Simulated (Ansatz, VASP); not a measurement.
# Zn35CuO36 (Cu on a Zn site in ZnO): VASP beside Ansatz, part 2 of 2

One calculation is typed for both programs; each brings its own data sets. How far apart do they land? Of the first pair: The structure shown is the start of the Ansatz relaxation below; VASP solves that cell, so the two are compared at the walk's first step.

VASP 6.6.1 and Ansatz 0.2.0.

So far: Starting point; Ansatz: relaxation, PBE.

## (3) VASP: single point, PBE, start cell, pair 1

Level of this step: PBE, no spin polarisation; plane waves and PAW (Zn, O, Cu) (VASP).

The same cell, functional, mesh and smearing now go to VASP, with its own data sets.

Lines of VASP's logs that name or quote its potential files are left out, and so is its time.

Contents of INCAR:

```
SYSTEM = Zn35CuO36
PREC = Accurate
ENCUT = 520
EDIFF = 1E-06
NELM = 120
ISMEAR = -1
SIGMA = 0.01
LREAL = Auto
ALGO = Normal
GGA = PE
NELECT = 648
NBANDS = 376
LASPH = .TRUE.
LORBIT = 11
LWAVE = .FALSE.
LCHARG = .FALSE.
ISIF = 2
ISYM = 0
GGA_COMPAT = .FALSE.
EFERMI = MIDGAP
NCORE = 2
```

Contents of POSCAR:

```
Zn35CuO36
1.0
    9.7479240473      0.0000000000      0.0000000000
   -4.8739620236      8.4419498591      0.0000000000
    0.0000000000      0.0000000000     10.4114180000
Zn O Cu
35 36 1
Direct
    0.1159332415      0.2264737450      0.2473186650
    0.2272542677      0.1153511945      0.0014627210
    0.1130117244      0.2274879657      0.7515997341
    0.2252560130      0.1085817868      0.4978798277
    0.1073843977      0.5576058942      0.2502218238
    0.2170288918      0.4436315143      0.0011054210
    0.1162920334      0.5568791664      0.7515130984
    0.2244553075      0.4490123802      0.4964543735
    0.1068053119      0.8894472397      0.2516156781
    0.2218504779      0.7825523854      0.9983265488
    0.1137111454      0.8945990116      0.7507636328
    0.2210957309      0.7806048496      0.5029969981
    0.4496981250      0.2271571180      0.2500078279
    0.5528132924      0.1141010094      0.9983078194
    0.4460914750      0.2181227123      0.7493268448
    0.5527393840      0.1053045819      0.5004545010
    0.4398649714      0.5532212437      0.2464655631
    0.5543922867      0.4485960072      0.9979186313
    0.4440190028      0.5545622846      0.7447769362
    0.4430361762      0.8926692442      0.2474785855
    0.5545656207      0.7806165767      0.9959505036
    0.4423322072      0.8830798719      0.7500830338
    0.5551368684      0.7765368321      0.4948188614
    0.7806342460      0.2261489386      0.2530075154
    0.8923332727      0.1149807824      0.0028606094
    0.7743660624      0.2229899527      0.7463411804
    0.8912959146      0.1132072585      0.4952032471
    0.7824592124      0.5609069088      0.2503528338
    0.8856655907      0.4392658168      0.9972572420
    0.7748473641      0.5553857910      0.7535041817
    0.8908645238      0.4489808709      0.4964354519
    0.7832995346      0.8919622985      0.2512232243
    0.8849019762      0.7795104342      0.0001753844
    0.7801966651      0.8867477449      0.7525728964
    0.8857577824      0.7788884215      0.5027263337
    0.2198252247      0.1058973359      0.1877241890
    0.1082858238      0.2242701072      0.4426991597
    0.2244627566      0.1081267972      0.6877594387
    0.1105809201      0.2269048066      0.9411855330
    0.2252605446      0.4435534518      0.1865442344
    0.1088325909      0.5575291347      0.4433341357
    0.2240652240      0.4428468615      0.6860867559
    0.1118603618      0.5600620803      0.9427740775
    0.2216847139      0.7819208963      0.1924046273
    0.1158623303      0.8936420052      0.4418014914
    0.2184582984      0.7720962703      0.6889482297
    0.1124878882      0.8852386149      0.9376886030
    0.5609340211      0.1156519544      0.1910131742
    0.4475081951      0.2225708552      0.4360362825
    0.5505150349      0.1108670409      0.6886459654
    0.4493022549      0.2219664925      0.9411035077
    0.5564004761      0.4407852525      0.1871674925
    0.4437451161      0.5515709140      0.4366535855
    0.5510107419      0.4454488670      0.6902598666
    0.4478427082      0.5568865106      0.9360759505
    0.5516133872      0.7779731116      0.1929490296
    0.4437689907      0.8866108097      0.4355824538
    0.5589221929      0.7810102062      0.6863188088
    0.4473184773      0.8946976855      0.9390568124
    0.8862799052      0.1071639864      0.1864633617
    0.7746930535      0.2175357625      0.4371407430
    0.8947373757      0.1133207394      0.6896371849
    0.7753514357      0.2184674194      0.9436724181
    0.8887640645      0.4392538527      0.1899785409
    0.7828807848      0.5589642297      0.4422959485
    0.8857647913      0.4455155578      0.6867432467
    0.7762940989      0.5502151846      0.9382394406
    0.8878506470      0.7760324462      0.1854075977
    0.7754142206      0.8912104580      0.4370561243
    0.8924944356      0.7799334407      0.6937898373
    0.7733796827      0.8896368878      0.9416470456
    0.5594685282      0.4427541104      0.5006676324
```

Contents of KPOINTS:

```
Points of the shifted mesh
1
Reciprocal
 0.2500000000  0.2500000000  0.2500000000 1
```

The projector-augmented-wave data sets are Zn, O and Cu (PBE family, release 64).

On the command line:

```
> mpirun -np 8 vasp_std
```

Numbers of over 12 decimals in the logs are rounded to 6 here.

The log of the run:

```text
[banner, memory and clock lines left out]
running    8 mpi-ranks, on    1 nodes
[...]
LDA part: xc-table for (Slater+PW92), standard interpolation
 POSCAR, INCAR and KPOINTS ok, starting setup
[...]
entering main loop
       N       E                     dE             d eps       ncg     rms          rms(c)
DAV:   1     0.978284024960E+04    0.97828E+04   -0.27518E+05   752   0.252E+03
DAV:   2     0.213565562283E+04   -0.76472E+04   -0.73313E+04   752   0.714E+02
DAV:   3    -0.250189805005E+02   -0.21607E+04   -0.20481E+04   752   0.297E+02
DAV:   4    -0.360800547350E+03   -0.33578E+03   -0.32805E+03   864   0.120E+02
DAV:   5    -0.378263787435E+03   -0.17463E+02   -0.17265E+02   968   0.315E+01BRMIX: very serious problems
 the old and the new charge density differ
 old charge density:   647.00000 new  647.99999
    0.655E+01
DAV:   6    -0.329177567882E+03    0.49086E+02   -0.35456E+02  1376   0.918E+01    0.410E+01
DAV:   7    -0.319228938142E+03    0.99486E+01   -0.13452E+02  1144   0.405E+01    0.273E+01
DAV:   8    -0.320096482998E+03   -0.86754E+00   -0.37057E+01  1360   0.328E+01    0.282E+01
DAV:   9    -0.325563362986E+03   -0.54669E+01   -0.16872E+02  1192   0.405E+01    0.157E+01
[...]
DAV:  40    -0.317993085414E+03    0.18380E-04   -0.36082E-05  1072   0.532E-02    0.390E-02
DAV:  41    -0.317993083046E+03    0.23679E-05   -0.27665E-05  1080   0.168E-02    0.310E-02
DAV:  42    -0.317993082062E+03    0.98365E-06   -0.11289E-06   456   0.510E-03
   1 F= -.31799308E+03 E0= -.31799308E+03  d E =-.382157E-06
```

Parts of OUTCAR (step 3):

```text
 POSITION                                       TOTAL-FORCE (eV/Angst)
 -----------------------------------------------------------------------------------
      0.02628      1.91188      2.57494        -0.165856     -0.515425      0.417587
      1.65304      0.97379      0.01523        -0.142918     -0.244954     -0.407362
     -0.00714      1.92044      7.82522         0.381257     -0.405292     -0.337139
      1.66656      0.91664      5.18363        -0.028978      1.069329     -0.034352
     -1.67097      4.70728      2.60516         0.450137      0.122377      0.114085
     -0.04666      3.74511      0.01151         0.464913      0.610266     -0.406365
     -1.58060      4.70115      7.82432        -0.432354     -0.586770     -0.170272
     -0.00050      3.79054      5.16879         0.310149     -0.037379     -0.122202
     -3.29400      7.50867      2.61968         0.214881     -0.111511      0.143342
     -1.65155      6.60627     10.39400         0.562910     -0.195830      0.484724
     -3.25179      7.55216      7.81651         0.200504     -0.426851     -0.200589
     -1.64941      6.58983      5.23691         0.359058     -0.066948     -0.490094
      3.27647      1.91765      2.60294        -0.124496     -0.433262      0.143428
      4.83266      0.96324     10.39380         0.723855     -0.229055      0.643213
[...]
-----------------------------------------------------------------------------------
    total drift:                               -0.010679      0.019692      0.006830

  FREE ENERGIE OF THE ION-ELECTRON SYSTEM (eV)
  ---------------------------------------------------
  free  energy   TOTEN  =      -317.9930820621 eV

  energy  without entropy=     -317.9930816800  energy(sigma->0) =     -317.99308187

[... 1 further part left out ...]
```

This run has no spin polarisation, so a moment on Cu, if there is one, isn't seen.

## (4) Side by side

Known differences besides the potentials themselves: the cutoff is 420 eV in Ansatz and 520 eV in VASP (PREC = Accurate, projectors in real space). Total energies have different zeros and are not compared.

Forces on 8 of the 72 atoms, those with the largest forces and the largest differences (eV/Å; atoms numbered as in POSCAR):

| atom | Ansatz x, y, z | VASP x, y, z |
| --- | --- | --- |
| Zn4 | -0.018, 1.026, -0.030 | -0.029, 1.069, -0.034 |
| Zn14 | 0.698, -0.216, 0.621 | 0.724, -0.229, 0.643 |
| Zn15 | -0.657, 0.892, -0.086 | -0.684, 0.923, -0.078 |
| O40 | -0.859, 0.074, 0.265 | -0.899, 0.090, 0.280 |
| O47 | -0.878, 0.661, 0.292 | -0.920, 0.688, 0.304 |
| O50 | 0.824, -0.586, 0.138 | 0.855, -0.618, 0.139 |
| O51 | -0.968, 0.354, -0.262 | -1.000, 0.383, -0.279 |
| O54 | 0.602, -0.379, 0.764 | 0.632, -0.401, 0.742 |

The forces differ by 18 meV/Å r.m.s., which is 4.3 % of the r.m.s. force of 0.412 eV/Å (both taken over all components). VASP's last cycles still show a density residual of 3e-03, so its state may not be settled. The cell carries a charge of -1 e against a uniform background, so its pressure also hangs on how the neutralising background is counted, and in a defect's cell a gap may be the spacing between its levels.

## (5) Ansatz: relaxation, PBE

This run makes the geometry at which the two programs are then compared.

The structure compared here is the end of the Ansatz relaxation.

This is the run of step 2 again, met here at its other cell.

## (6) VASP: single point, PBE, relaxed atoms in a fixed cell, pair 2

The same cell, functional, mesh and smearing now go to VASP, with its own data sets.

INCAR is that of step 3.

Contents of POSCAR:

```
Zn35CuO36
1.0
    9.7479240492     -0.0000000029      0.0000000000
   -4.8739620221      8.4419498622      0.0000000000
    0.0000000000      0.0000000000     10.4114180000
Zn O Cu
35 36 1
Direct
    0.1108542063      0.2242551614      0.2498449945
    0.2225895976      0.1123849786      0.9989700806
    0.1105382083      0.2246538479      0.7501286626
    0.2160629222      0.1110399141      0.5023281558
    0.1109836225      0.5562352850      0.2514908067
    0.2243518438      0.4463331408      0.9993726425
    0.1124071904      0.5570233137      0.7493290379
    0.2302960972      0.4469853801      0.4982941431
    0.1102462928      0.8908183211      0.2509958806
    0.2224787082      0.7783046472      0.0011997933
    0.1112074084      0.8894362204      0.7508409248
    0.2225703128      0.7782842431      0.4983410094
    0.4443636332      0.2261852515      0.2495758729
    0.5544586630      0.1114518097      0.9992140896
    0.4452236608      0.2257468144      0.7452920570
    0.5550819994      0.1118790613      0.5001172741
    0.4460641643      0.5549211290      0.2528641724
    0.5556731298      0.4450514958      0.9928313303
    0.4471064865      0.5536360418      0.7429036552
    0.4447074453      0.8899554402      0.2514160874
    0.5544652592      0.7764171697      0.9993513138
    0.4437478505      0.8883761436      0.7493038057
    0.5538197064      0.7706820729      0.4983029284
    0.7762919614      0.2246199794      0.2492336716
    0.8884917088      0.1122178097      0.0003337537
    0.7764152874      0.2243557949      0.7498362823
    0.8873413316      0.1134913049      0.5004930678
    0.7750053317      0.5567660630      0.2497776962
    0.8893323449      0.4463007415      0.9992847078
    0.7749252565      0.5553992096      0.7453069826
    0.8889286035      0.4458649562      0.5001388712
    0.7767018014      0.8900769687      0.2498879227
    0.8883574470      0.7781294167      0.9989874378
    0.7761421254      0.8902608592      0.7501012595
    0.8898022279      0.7847013645      0.5023111690
    0.2207719302      0.1124157431      0.1890547063
    0.1081827400      0.2234028031      0.4402247913
    0.2197126634      0.1113049779      0.6925835468
    0.1103659718      0.2233096915      0.9407567514
    0.2226063038      0.4461101693      0.1895045719
    0.1125910430      0.5550230662      0.4414946431
    0.2218632860      0.4453540864      0.6898417078
    0.1118213450      0.5567591603      0.9403660952
    0.2218161499      0.7791106063      0.1915534556
    0.1111084022      0.8896913835      0.4408641117
    0.2218507374      0.7789162765      0.6899400270
    0.1114284273      0.8893442589      0.9412814098
    0.5542207101      0.1118069288      0.1896358818
    0.4291274349      0.2037051673      0.4372760477
    0.5547677487      0.1102100261      0.6911119842
    0.4432307008      0.2209253869      0.9380617402
    0.5554614601      0.4456373623      0.1828800048
    0.4474743896      0.5534898393      0.4393862026
    0.5566007335      0.4440183051      0.6897619578
    0.4439596295      0.5568036358      0.9363971747
    0.5548503188      0.7783383823      0.1894915834
    0.4458423017      0.8883031685      0.4414152127
    0.5554213796      0.7789038262      0.6898658422
    0.4440414627      0.8889722590      0.9403335718
    0.8879351767      0.1129892052      0.1905664181
    0.7773189300      0.2236290449      0.4394709340
    0.8879635361      0.1128245427      0.6913128365
    0.7774152132      0.2233655595      0.9407164543
    0.8890694760      0.4466945615      0.1897189225
    0.7966177740      0.5714596904      0.4375949721
    0.8905897931      0.4459948396      0.6911892330
    0.7798193983      0.5574763987      0.9381122415
    0.8886218133      0.7802550781      0.1890752496
    0.7774734256      0.8926381790      0.4402811272
    0.8893427895      0.7809218888      0.6926223234
    0.7774648756      0.8903654918      0.9407382251
    0.5795284339      0.4205896782      0.4785766866
```

KPOINTS is that of step 3.

On the command line:

```
> mpirun -np 8 vasp_std
```

The log of the run:

```text
[... set-up lines as in an earlier step ...]
 entering main loop
       N       E                     dE             d eps       ncg     rms          rms(c)
DAV:   1     0.977474060914E+04    0.97747E+04   -0.27529E+05   752   0.252E+03
DAV:   2     0.214834904784E+04   -0.76264E+04   -0.73189E+04   752   0.712E+02
DAV:   3    -0.221935227660E+02   -0.21705E+04   -0.20546E+04   752   0.297E+02
DAV:   4    -0.359433347600E+03   -0.33724E+03   -0.32870E+03   856   0.120E+02
DAV:   5    -0.378936918754E+03   -0.19504E+02   -0.19278E+02   960   0.326E+01BRMIX: very serious problems
 the old and the new charge density differ
 old charge density:   647.00000 new  648.00001
    0.661E+01
DAV:   6    -0.332262812586E+03    0.46674E+02   -0.43670E+02  1368   0.947E+01    0.416E+01
DAV:   7    -0.320644452650E+03    0.11618E+02   -0.13993E+02  1128   0.376E+01    0.275E+01
DAV:   8    -0.319653733755E+03    0.99072E+00   -0.26686E+01  1360   0.397E+01    0.131E+01
DAV:   9    -0.319701777414E+03   -0.48044E-01   -0.19857E+01  1336   0.179E+01    0.546E+00
[...]
DAV:  23    -0.319156534299E+03    0.85453E-05   -0.62401E-05  1168   0.564E-02    0.156E-02
DAV:  24    -0.319156536021E+03   -0.17215E-05   -0.25571E-05   944   0.196E-02    0.115E-02
DAV:  25    -0.319156535581E+03    0.43947E-06   -0.15286E-06   440   0.122E-02
   1 F= -.31915654E+03 E0= -.31915654E+03  d E =-.180876E-18
```

Parts of OUTCAR (step 6):

```text
 POSITION                                       TOTAL-FORCE (eV/Angst)
 -----------------------------------------------------------------------------------
     -0.01241      1.89315      2.60124         0.000590     -0.001356      0.003840
      1.62203      0.94875     10.40070        -0.002356     -0.001403     -0.002868
     -0.01744      1.89652      7.80990        -0.001417     -0.002218      0.001726
      1.56496      0.93739      5.22995        -0.014903     -0.006689      0.013212
     -1.62921      4.69571      2.61838         0.000095      0.000241      0.003086
      0.01155      3.76792     10.40489        -0.003426     -0.002801     -0.001426
     -1.61917      4.70236      7.80158        -0.001760      0.001096      0.001734
      0.06632      3.77343      5.18795        -0.015527     -0.005315      0.006140
     -3.26714      7.52024      2.61322         0.001350     -0.000001      0.001738
     -1.62472      6.57041      0.01249         0.000263      0.001274      0.003066
     -3.25104      7.50858      7.81732         0.001383     -0.002408      0.002522
     -1.62373      6.57024      5.18844        -0.000835      0.002096      0.002552
      3.22920      1.90944      2.59844         0.002634      0.000182     -0.002056
      4.86161      0.94087     10.40324         0.003176     -0.000665      0.000024
[...]
-----------------------------------------------------------------------------------
    total drift:                                0.037844     -0.043029     -0.095841

  FREE ENERGIE OF THE ION-ELECTRON SYSTEM (eV)
  ---------------------------------------------------
  free  energy   TOTEN  =      -319.1565355812 eV

  energy  without entropy=     -319.1565355812  energy(sigma->0) =     -319.15653558

[... 1 part as in an earlier step ...]
```

The run ends at a pressure of 7.37 GPa, with forces up to 0.070 eV/Å.

## (7) Differences

Both answers:

| quantity | Ansatz | VASP | difference |
| --- | --- | --- | --- |
| gap on the k mesh (eV) | 0.860 | 0.860 | 0.000 |

The largest component of a force difference here is 68 meV/Å. A gap on the mesh is an upper bound, since the band edges may lie between its points. The cell carries a charge of -1 e against a uniform background, so its pressure also hangs on how the neutralising background is counted, and in a defect's cell a gap may be the spacing between its levels.

## (8) Outcome

```
r.m.s. force difference (single point, PBE, start cell, pair 1)                            : 4.3 % of the r.m.s. force
difference in gap on the k mesh (single point, PBE, relaxed atoms in a fixed cell, pair 2) : -3.1e-4 eV
r.m.s. force difference (single point, PBE, relaxed atoms in a fixed cell, pair 2)         : 8.7 meV/Å
```

What this shows: The r.m.s. force difference is 4.3 % of the r.m.s. force (single point, PBE, start cell, pair 1), beyond the 3 % picked in this series as the mark of a large difference. The data sets hold unlike numbers of valence electrons (656 in Ansatz and 648 in VASP), so part of the differences may come from the potentials. What causes the difference of the single point, PBE, start cell, pair 1 pair stays open here. VASP runs on this material, other cells and data sets included, that failed, so that no pair exists: single point, PBE (timeout). How closely two codes agree says nothing of how well the functional describes the real material.

[Lines on the potential files, build, host, timing and source positions are cut from VASP's logs without a mark.]

[Logs are printed without paths, hosts, clocks, repeated set-up lines and the standing remarks that a program may print on its own settings, such as how far it seeks lower states.]

[Hosts, paths, dates, database ids (printed as entryN), source tags and the programs' standing remarks are cut or masked in the printed files.]
